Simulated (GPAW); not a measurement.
GaP:

```
CELL_PARAMETERS angstrom
0.00000 2.72525 2.72525
2.72525 0.00000 2.72525
2.72525 2.72525 0.00000
ATOMIC_POSITIONS crystal
Ga 0.00000 0.00000 0.00000
P 0.25000 0.25000 0.25000
```

Base run:

| Item | Value |
| --- | --- |
| Program | GPAW 26.7.0 |
| Functional | PBE |
| Potentials or basis | PAW data sets generated in the run's folder for this functional |
| Cutoff | 600 eV |
| Basis | pw |
| k mesh | 8 × 8 × 8 |
| Occupations | fermi-dirac, width 0.05 eV |
| Spin | no spin polarisation |

Its results: band gap on the k mesh 1.67 eV, indirect (least direct gap 1.89 eV).

Task: The run is repeated on the same cell with these changes: potentials or basis from PAW data sets generated in the run's folder for this functional to GPAW PAW data sets (gpaw-data 1.2.1); basis from pw to lcao:dzp. What comes out?

Result: Band gap on the k mesh 1.72 eV, indirect (least direct gap 1.89 eV).

Caveats: the basis of atomic orbitals isn't converged, which shifts pressures, moduli and gaps (some runs).

A k mesh can miss the band edges.

Not every run made on this cell is shown here.
